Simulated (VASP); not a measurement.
A run of VASP 6.6.1 is set up as follows.

POSCAR

```
Si
1.0
    0.0000000000      2.7014939879      2.7014939879
    2.7014939879      0.0000000000      2.7014939879
    2.7014939879      2.7014939879      0.0000000000
  Si
     2
Direct
     0.7500000000000000    0.7500000000000000    0.7500000000000000
     0.5000000000000000    0.5000000000000000    0.5000000000000000
```

Contents of INCAR.step1:

```
SYSTEM = Si
PREC = Accurate
ENCUT = 600
EDIFF = 1E-8
ISMEAR = 0
SIGMA = 0.03
LREAL = .False.
LASPH = .True.
NELM = 80
ALGO = Normal
ISIF = 3
LWAVE = .False.
LCHARG = .False.
IBRION = 2
NSW = 40
EDIFFG = -0.002
```

Contents of INCAR.step2:

```
SYSTEM = Si
PREC = Accurate
ENCUT = 600
EDIFF = 1E-8
ISMEAR = 0
SIGMA = 0.03
LREAL = .False.
LASPH = .True.
NELM = 80
ALGO = Normal
ISIF = 2
LWAVE = .False.
LCHARG = .False.
IBRION = 6
NFREE = 2
POTIM = 0.015
NSW = 1
```

File KPOINTS:

```
regular mesh
0
Gamma
  10 10 10
  0 0 0
```

Potentials or basis: VASP PAW LDA potentials, release 64 (Si).

The run is started by

```bash
$ cat potpaw_LDA.64/Si/POTCAR > POTCAR
$ cp INCAR.step1 INCAR
$ mpirun -np 1 vasp_std > vasp.out
$ cp CONTCAR POSCAR
$ cp INCAR.step2 INCAR
$ mpirun -np 1 vasp_std > vasp.out
```

Question: What does it give for the highest phonon frequency at Γ?

Answer: 513 cm⁻¹.

Phonon frequencies in cm⁻¹ (negative: imaginary):
```csv
q point,frequencies
"(0.000, 0.000, 0.000)",0 0 0 513 513 513
```
